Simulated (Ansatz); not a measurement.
Runs of Ansatz 0.2.0 on TaAs. Symmetry: I4_1md, No. 109, tetragonal system. Conventional cell: a = 3.444 Å, b = 3.444 Å, c = 11.736 Å, α = 90.00°, β = 90.00°, γ = 90.00°. Ta (site symmetry 2mm) is surrounded by 6 As at 2.61 to 2.62 Å. As (site symmetry 2mm) is surrounded by 6 Ta at 2.61 to 2.62 Å. The cell is a database's computed one.

```csv
share of exact exchange,gap on the mesh (eV),pressure (GPa),largest force (eV/Å)
0,0.11,2.3,0.03
0.15,(b),-0.5,0.03
0.1,0.24,0.4,0.04
0.5,0.73,(a),-
```

Alike in all rows: task single point; level PBE0 form with a typed share of exact exchange; potentials or basis Ansatz PAW; no spin polarisation; cell as given; k mesh 6 × 6 × 6; cutoff (eV) 420; smearing fermi-dirac 0.05 eV; the mesh is coarse, so values aren't converged.

Estimate the missing entries.

(a) -6.3; (b) 0.32.

Caveats: all runs use coarse meshes; spin-orbit coupling is left out, which moves the levels of the heavy elements; the PAW data sets come from PBE, with cores solved anew for the run's functional, which leaves a small shift of forces and pressure (some runs); the thresholds are loose for stress (some runs); the PAW data sets were made with another functional, which shifts forces and pressure a little (some runs).

A k mesh can miss the band edges, and the runs leave out spin-orbit coupling on As, Ta.
